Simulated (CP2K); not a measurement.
Runs of CP2K 2026.2 on BaTiO3. The typed cell holds 10 atoms: a = 4.000 Å, b = 4.000 Å, c = 8.036 Å, α = 90.00°, β = 90.00°, γ = 90.00°. 

| level | cutoff of the non-local correlation (Ry) | gap on the mesh (eV) | pressure (GPa) | largest force (eV/Å) |
| --- | --- | --- | --- | --- |
| LDA | - | 1.94 | -3.2 | 0.98 |
| optB88-vdW | 300 | (b) | 4.7 | 1.04 |
| PBEsol | - | 1.97 | 0.3 | 0.97 |
| PBE | - | 2.00 | (d) | 0.98 |
| AM05 | - | 1.97 | (a) | 0.95 |
| M06-L | - | 2.21 | (c) | - |
| BLYP | - | 2.03 | 11.4 | - |

Alike in all rows: task band structure; potentials or basis POTENTIAL_UZH Ba GTH-PBE-q10, Ti GTH-PBE-q12, O GTH-PBE-q6; DZVP-MOLOPT-PBE-GTH basis; no spin polarisation; cell as given; k mesh 5 × 5 × 3; smearing fermi-dirac 0.05 eV.

Estimate the missing entries.

(a) 1.2; (b) 2.01; (c) 6.1; (d) 5.9.

Caveats: spin-orbit coupling is left out, which moves the levels of the heavy elements; the mesh misses the band edges, which the band path finds closer together; the basis of atomic orbitals isn't converged, which shifts pressures, moduli and gaps; the potentials were made for another functional, which shifts forces and pressure (some runs); the forces don't sum to zero, a sign of grid noise (some runs).

A k mesh can miss the band edges, and the runs leave out spin-orbit coupling on Ba.
